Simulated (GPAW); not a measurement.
# TiC (Fm-3m) in GPAW: notebook

Aim: see how the results for TiC move with the level of theory and the settings. Levels: LDA, BLYP, r2SCAN. Tasks: equation of state, band structure.

Program: GPAW 26.7.0. These are calculated values, not measurements. Logs are shortened: lines on timing, memory, paths and dates and some standing lists are left out, and cuts for length are marked. The log counts tension as positive stress, the text compression.

### Step 1. Starting point

The structure is cubic, space group Fm-3m (No. 225). Conventional cell: a = 4.331 Å, b = 4.331 Å, c = 4.331 Å, α = 90.00°, β = 90.00°, γ = 90.00°. Ti (site symmetry m-3m) is surrounded by 6 C at 2.17 Å. C (site symmetry m-3m) is surrounded by 6 Ti at 2.17 Å.

The cell is a database's computed one.

### Step 2. Equation of state, LDA

run.py

```python
from ase.eos import EquationOfState
from ase.io import Trajectory, read
from ase.units import GPa
from gpaw import GPAW, PW

atoms = read('TiC.xyz')

traj = Trajectory('eos.traj', 'w')
volumes, energies = [], []
for x in [0.94, 0.96, 0.98, 1.0, 1.02, 1.04, 1.06]:
    a = atoms.copy()
    a.set_cell(atoms.cell * x**(1 / 3), scale_atoms=True)
    calc = GPAW(mode=PW(800),
                xc='LDA',
                kpts={'size': (11, 11, 11), 'gamma': True},
                occupations={'name': 'fermi-dirac', 'width': 0.05},
                nbands=18,
                convergence={'density': 1e-05, 'energy': 1e-05},
                maxiter=150,
                txt=f'eos-{x:.2f}.txt')
    a.calc = calc
    energies.append(a.get_potential_energy(force_consistent=True))
    volumes.append(a.get_volume())
    p = -a.get_stress()[:3].mean() / GPa
    calc.write(f'eos-{x:.2f}.gpw')
    traj.write(a)
    print(f'{x:.2f} {volumes[-1]:10.4f} A^3 {energies[-1]:14.6f} eV {p:9.3f} GPa', flush=True)

v0, e0, B = EquationOfState(volumes, energies, eos='birchmurnaghan').fit()
print(f'V0 = {v0:.4f} A^3, E0 = {e0:.6f} eV, B0 = {B / GPa:.2f} GPa')
```

TiC.xyz

```xyz
2
Lattice="3.0627889600 0.0000000000 0.0000000000 1.5313944800 2.6524530458 0.0000000000 1.5313944800 0.8841510153 2.5007567139" Properties=species:S:1:pos:R:3 pbc="T T T"
Ti     0.0000000000      0.0000000000      0.0000000000
C      3.0627889600      1.7683020306      1.2503783570
```

Potentials or basis: the program's PAW data sets (release 1.2.1) made for this functional, pw.

Started as:

```bash
OMP_NUM_THREADS=1 python run.py
```

Output:

```text
__  _  _
 | _ |_)|_||  |
 |__||  | ||/\| - 26.7.0

Input parameters:
  mode=PW(ecut=800.0),
  convergence={'density': 1e-05, 'energy': 1e-05},
  kpts=MonkhorstPack(size=(11, 11, 11), gamma=True),
  maxiter=150,
  nbands=18,
  occupations=Occupations(name='fermi-dirac', width=0.05),
  xc=XC(name='LDA')

Diagonalizing LCAO Hamiltonian
Converting LCAO to pw mode

                C

       Ti

Atoms  # Å, Bohr magnetons
|   | symbol |        x |        y |        z |    initial magnetic moments |
|---|--------|----------|----------|----------|-----------------------------|
| 0 |     Ti | 0.000000 | 0.000000 | 0.000000 | ( 0.0000,  0.0000,  0.0000) |
| 1 |      C | 3.021395 | 1.744403 | 1.233479 | ( 0.0000,  0.0000,  0.0000) |

Unit cell  # Å
| periodic |        x |        y |        z |  lengths |    angles |
|----------|----------|----------|----------|----------|-----------|
|      yes | 3.021395 | 0.000000 | 0.000000 | 3.021395 | 60.000000 |
|      yes | 1.510697 | 2.616605 | 0.000000 | 3.021395 | 60.000000 |
|      yes | 1.510697 | 0.872202 | 2.466959 | 3.021395 | 60.000000 |

Number of symmetries: 48
[... 51 lines left out ...]

BZ-sampling:
  Number of BZ points: 1331
  Number of IBZ points: 56

  Monkhorst-Pack size: [11, 11, 11]
  Monkhorst-Pack shift: [0, 0, 0]

K-points  # in reciprocal-cell coordinates
|     |                                coordinates |     weight |
|-----|--------------------------------------------|------------|
|   0 | (  0.00000000,   0.00000000,   0.00000000) | 0.00075131 |
|   1 | (  0.09090909,   0.09090909,   0.00000000) | 0.00450789 |
|   2 | (  0.09090909,   0.09090909,   0.09090909) | 0.00601052 |
|   3 | (  0.18181818,   0.09090909,   0.09090909) | 0.00901578 |
|   4 | (  0.18181818,   0.18181818,   0.00000000) | 0.00450789 |
|   5 | (  0.18181818,   0.18181818,   0.09090909) | 0.01803156 |
|   6 | (  0.18181818,   0.18181818,   0.18181818) | 0.00601052 |
|   7 | (  0.27272727,   0.18181818,   0.09090909) | 0.01803156 |
|   8 | (  0.27272727,   0.18181818,   0.18181818) | 0.01803156 |
|   9 | (  0.27272727,   0.27272727,   0.00000000) | 0.00450789 |
| ... |                                            |            |
|  55 | (  0.45454545,   0.45454545,   0.45454545) | 0.00601052 |

Plane wave coefficients: 1015
Cutoff: 800.0 eV

Spin-components: 1 (collinear spins)
Bands:           18
Projectors:      11
Spin-degeneracy: 2
Datatype:        complex128

Parallelization:
  kpt:    1
  domain: 1
  band:   1

Density:
  Valence electrons: 16.0
  Components: 1
  Grid points: [20 20 20]
  Charge: 0.0  # |e|

Potential:
  Grid points: [20 20 20]

species:
  Ti:
    name:    Titanium
    Z:       22.0
    valence: 12
    core:    10
    charge:  0.0  # [|e|]
    compensation charges:
      type: gauss
      rc: 0.38  # [Å]
      lmax: 2
    cutoffs:
      filter: 2.23  # [Å]
      core: 1.02  # [Å]
    projectors
    | kind |    occ | energy [eV] | rcut [Å] |
    |------|--------|-------------|----------|
    |   3s |  2.000 |     -62.257 |    1.270 |
    |   4s |  2.000 |      -4.593 |    1.270 |
    |   3p |  6.000 |     -38.791 |    1.058 |
    |   4p |  0.000 |      -1.536 |    1.058 |
    |   3d |  2.000 |      -4.463 |    1.058 |
    |    d |        |      22.748 |    1.058 |

    Using partial waves for Ti as LCAO basis

  C:
    name:    Carbon
    Z:       6.0
    valence: 4
    core:    2
    charge:  0.0  # [|e|]
    compensation charges:
      type: gauss
      rc: 0.20  # [Å]
      lmax: 2
    cutoffs:
      filter: 1.14  # [Å]
      core: 1.14  # [Å]
    projectors
    | kind |    occ | energy [eV] | rcut [Å] |
    |------|--------|-------------|----------|
    |   2s |  2.000 |     -13.639 |    0.635 |
    |   2p |  2.000 |      -5.414 |    0.635 |
    |    s |        |      13.573 |    0.635 |
    |    p |        |      21.797 |    0.635 |
    |    d |        |       0.000 |    0.635 |

    Using partial waves for C as LCAO basis

Reference energy: -24192.751597  # eV

eigensolver:
  PPCG
  Converge bands: occupied
  niter=2

density mixing:
  MSR1-Mixer
  Pratt-step length: 0.05
  Maximum mixing coefficient: 0.75
  Old densities: 10
  SVD Regularization: 0.005
  Good broyden scale: 1.0
  Trust region scale: 1.0
  Backstep threshold: 4.0
  History deletion threshold: 6.0
  Fourier metric: weight=20.0, sigma=0.015

occupation numbers:
  Fermi-Dirac:
    width: 0.0500  # eV

poisson solver:
  ecut: 6400.0  # eV

xc functional:
  name: None

convergence criteria:
- Maximum integral of absolute [dens]ity change: 1e-05 electrons / valence electron
- Maximum [total energy] change in last 3 cyles: 1e-05 eV / valence electron
- Maximum integral of absolute [eigenst]ate change: 4e-08 eV^2 / valence electron
maximum number of iterations: 150

SCF iterations
|iter     | |      energy | eigst |  dens |
|---------|-|-------------|-------|-------|
|iter:   1| |  -21.740100 | -0.39 |       |
|iter:   2| |  -20.906477 | -2.52 | -0.80 |
|iter:   3| |  -19.498018 | -1.31 | -0.88 |
|iter:   4| |  -19.476896 | -2.79 | -1.60 |
|iter:   5| |  -19.483721 | -3.65 | -1.83 |
|iter:   6| |  -19.483566 | -4.25 | -2.45 |
|iter:   7| |  -19.483579c| -6.51 | -3.49 |
|iter:   8| |  -19.483584c| -7.14 | -3.77 |
|iter:   9| |  -19.483584c| -7.95c| -4.94 |
|iter:  10| |  -19.483584c| -8.40c| -5.39c|

Converged in 10 steps
Energy contributions relative to reference atoms: (reference = -24192.751597)

Energy contributions:
  Kinetic:          19.049462
  Coulomb:         -19.404932
  Zero:              0.062052
  External:          0.000000
  Xc:              -19.188870
  Entropy:          -0.002594
  Spinorbit:         0.000000
  ----------------------------
  Free energy:     -19.484881
  Extrapolated:    -19.483584

dipole moment: (-19.375439, -11.186415, -7.909990)  # |e|*Ang

Fermi level: 10.471
Eigenvalues  # (at kpt = [0.000, 0.000, 0.000])
| band index |      eig [eV] | occ [0-2] |
|------------|---------------|-----------|
|          0 |       -45.420 |     2.000 |
|          1 |       -21.752 |     2.000 |
|          2 |       -21.752 |     2.000 |
|          3 |       -21.752 |     2.000 |
|          4 |        -1.987 |     2.000 |
|          5 |        11.068 |     0.000 |
|          6 |        11.068 |     0.000 |
|          7 |        11.068 |     0.000 |
|          8 |        12.147 |     0.000 |
|          9 |        12.147 |     0.000 |
|         10 |        12.147 |     0.000 |
|         11 |        12.233 |     0.000 |
|         12 |        12.233 |     0.000 |
|        ... |               |           |
|         17 |        30.887 |     0.000 |

No gap
No difference between direct/indirect transitions

Stress tensor  # eV/Ang^3
|         x |         y |         z |
|-----------|-----------|-----------|
|  0.008644 |  0.000000 |  0.000000 |
|  0.000000 |  0.008644 | -0.000000 |
| -0.000000 | -0.000000 |  0.008644 |

# Writing to eos-0.96.gpw (mode='')
```

Wall time 2.5 min (1 thread of Arm Neoverse V1, shared host); peak memory 0.29 GiB.

What came out:

```
Equilibrium volume                      : 9.72 Å³/atom
Bulk modulus                            : 283 GPa
Pressure derivative of the bulk modulus : 4.1
```

Energy against volume, from the lowest point:
```csv
volume (Å³/atom),energy (meV/atom)
9.548,2.78
9.752,0.00
9.955,4.61
10.158,15.85
10.361,33.07
10.564,55.67
10.767,83.09
```

### Step 3. Band structure, BLYP

run.py

```python
from ase import Atoms
from ase.dft.bandgap import bandgap
from ase.io import write
from ase.units import Bohr, GPa
from gpaw import GPAW, PW, setup_paths
from gpaw.elf import elf_from_dft_calculation

setup_paths.insert(0, '.')

atoms = Atoms(['Ti', 'C'],
              cell=[[0.0, 2.1657188437, 2.1657188437],
                    [2.1657188437, 0.0, 2.1657188437],
                    [2.1657188437, 2.1657188437, 0.0]],
              scaled_positions=[[0.0, 0.0, 0.0],
                                [0.5, 0.5, 0.5]],
              pbc=True)

calc = GPAW(mode=PW(800),
            xc='BLYP',
            kpts={'size': (11, 11, 11), 'gamma': True},
            occupations={'name': 'fermi-dirac', 'width': 0.05},
            nbands=18,
            convergence={'density': 1e-05, 'energy': 1e-05},
            eigensolver='davidson',
            maxiter=150,
            txt='gpaw.txt')
atoms.calc = calc
energy = atoms.get_potential_energy()
forces = atoms.get_forces()
stress = atoms.get_stress()
calc.write('gs.gpw')
write('result.traj', atoms)
print(f'Energy: {energy:.6f} eV')
print('Forces (eV/A):')
print(forces.round(4))
print('Stress (GPa):', (stress / GPa).round(3))
print('Fermi level:', round(calc.get_fermi_level(), 4), 'eV')
print(f'Gap: {bandgap(calc)[0]:.4f} eV, direct: {bandgap(calc, direct=True)[0]:.4f} eV')

# fields on the real-space grid
write('density.cube', atoms, data=calc.get_pseudo_density() * Bohr**3)
write('potential.cube', atoms, data=calc.get_electrostatic_potential())
write('elf.cube', atoms, data=elf_from_dft_calculation(calc).data)

path = atoms.cell.bandpath('GXWKGLUWLK,UX', npoints=80, eps=1e-4)
bs_calc = calc.fixed_density(kpts=path, symmetry='off', nbands=27,
                             convergence={'bands': 'CBM+6.0', 'eigenstates': 1e-6}, txt='bands.txt')
bs = bs_calc.band_structure()
bs.write('bs.json')
print(f'Gap on the path: {bandgap(bs_calc)[0]:.4f} eV')
```

Potentials or basis: PAW data sets generated in the run's folder for this functional, pw.

Started as:

```bash
gpaw-setup -f BLYP C Ti
OMP_NUM_THREADS=1 python run.py
```

It took 33 s on 1 thread of Intel Xeon Platinum 8259CL at 2.50GHz (Skylake/Cascade Lake), shared host; peak memory 0.24 GiB.

It converged, with:

| Property | Result |
| --- | --- |
| Free energy | -15.8706 eV |
| Pressure | 8.7 GPa |
| Band gap along the path | none (metal or under the smearing width) |

Levels at the corners of the path, in eV from the Fermi level:
```csv
point,band 6,band 7,band 8,band 9,band 10,band 11
Γ,0.63,0.63,0.63,1.54,1.54,1.54
X,-3.33,-1.54,-0.10,-0.10,2.54,3.36
W,-3.06,-3.06,-2.76,2.68,2.68,3.37
K,-3.41,-3.26,-1.81,1.40,3.00,3.67
Γ,0.63,0.63,0.63,1.54,1.54,1.54
L,-5.73,-2.98,-2.98,2.77,2.77,3.96
U,-3.41,-3.26,-1.81,1.40,3.00,3.67
W,-3.06,-3.06,-2.76,2.68,2.68,3.37
L,-5.73,-2.98,-2.98,2.77,2.77,3.96
K,-3.41,-3.26,-1.81,1.40,3.00,3.67
U,-3.41,-3.26,-1.81,1.40,3.00,3.67
X,-3.33,-1.54,-0.10,-0.10,2.54,3.36
```

### Step 4. Band structure, r2SCAN

run.py

```python
from ase.dft.bandgap import bandgap
from ase.io import read, write
from ase.units import GPa
from gpaw import GPAW, PW

atoms = read('TiC.xyz')

calc = GPAW(mode=PW(800),
            xc='MGGA_X_R2SCAN+MGGA_C_R2SCAN',
            kpts={'size': (11, 11, 11), 'gamma': True},
            occupations={'name': 'fermi-dirac', 'width': 0.05},
            nbands=18,
            convergence={'density': 1e-05, 'energy': 1e-05},
            maxiter=150,
            txt='gpaw.txt')
atoms.calc = calc
energy = atoms.get_potential_energy()
forces = atoms.get_forces()
stress = atoms.get_stress()
calc.write('gs.gpw')
write('result.traj', atoms)
print(f'Energy: {energy:.6f} eV')
print('Forces (eV/A):')
print(forces.round(4))
print('Stress (GPa):', (stress / GPa).round(3))
print('Fermi level:', round(calc.get_fermi_level(), 4), 'eV')
print(f'Gap: {bandgap(calc)[0]:.4f} eV, direct: {bandgap(calc, direct=True)[0]:.4f} eV')

path = atoms.cell.bandpath('GXWKGLUWLK,UX', npoints=80, eps=1e-4)
bs_calc = calc.fixed_density(kpts=path, symmetry='off', nbands=27,
                             convergence={'bands': 'CBM+6.0', 'eigenstates': 1e-6}, txt='bands.txt')
bs = bs_calc.band_structure()
bs.write('bs.json')
print(f'Gap on the path: {bandgap(bs_calc)[0]:.4f} eV')
```

TiC.xyz

```xyz
2
Lattice="0.0000000000 2.1657188437 2.1657188437 2.1657188437 0.0000000000 2.1657188437 2.1657188437 2.1657188437 0.0000000000" Properties=species:S:1:pos:R:3 pbc="T T T"
Ti     0.0000000000      0.0000000000      0.0000000000
C      2.1657188437      2.1657188437      2.1657188437
```

Potentials or basis: GPAW PAW data sets (gpaw-data 1.2.1), pw.

Started as:

```bash
OMP_NUM_THREADS=1 python run.py
```

Wall time 81 s (1 thread of Intel Xeon Platinum 8259CL at 2.50GHz (Skylake/Cascade Lake), shared host); peak memory 0.33 GiB.

Results (log left out):

```
Free energy             : -23.3114 eV
Pressure                : 0.3 GPa
Band gap along the path : none (metal or under the smearing width)
```

Levels at the corners of the path, in eV from the Fermi level:
| point | band 6 | band 7 | band 8 | band 9 | band 10 | band 11 |
| --- | --- | --- | --- | --- | --- | --- |
| Γ | 0.78 | 0.78 | 0.78 | 1.59 | 1.59 | 1.59 |
| X | -3.76 | -1.59 | -0.22 | -0.22 | 2.67 | 3.68 |
| W | -3.39 | -3.39 | -3.00 | 2.91 | 2.91 | 3.69 |
| K | -3.71 | -3.64 | -1.99 | 1.53 | 3.30 | 3.99 |
| Γ | 0.78 | 0.78 | 0.78 | 1.59 | 1.59 | 1.59 |
| L | -6.17 | -3.20 | -3.20 | 3.05 | 3.05 | 4.29 |
| U | -3.71 | -3.64 | -1.99 | 1.53 | 3.30 | 3.99 |
| W | -3.39 | -3.39 | -3.00 | 2.91 | 2.91 | 3.69 |
| L | -6.17 | -3.20 | -3.20 | 3.05 | 3.05 | 4.29 |
| K | -3.71 | -3.64 | -1.99 | 1.53 | 3.30 | 3.99 |
| U | -3.71 | -3.64 | -1.99 | 1.53 | 3.30 | 3.99 |
| X | -3.76 | -1.59 | -0.22 | -0.22 | 2.67 | 3.68 |

Caveat: the PAW data sets were made with another functional, which shifts forces and pressure a little.

### Step 5. Overview

| task | level | potentials or basis | eigensolver | band path | band points | pressure (GPa) |
| --- | --- | --- | --- | --- | --- | --- |
| equation of state | LDA | the program's PAW data sets (release 1.2.1) made for this functional, pw | - | - | - | - |
| band structure | BLYP | PAW data sets generated in the run's folder for this functional, pw | davidson | GXWKGLUWLK,UX | 80 | 8.7 |
| band structure | r2SCAN | GPAW PAW data sets (gpaw-data 1.2.1), pw | - | GXWKGLUWLK,UX | 80 | 0.3 |

Alike in all rows: no spin polarisation; cell as given; k mesh 11 × 11 × 11; cutoff (eV) 800; smearing fermi-dirac 0.05 eV.

Caveats: the PAW data sets were made with another functional, which shifts forces and pressure a little (some runs).

Total energies depend on the potentials used, so only differences within one code and one set of settings carry meaning.
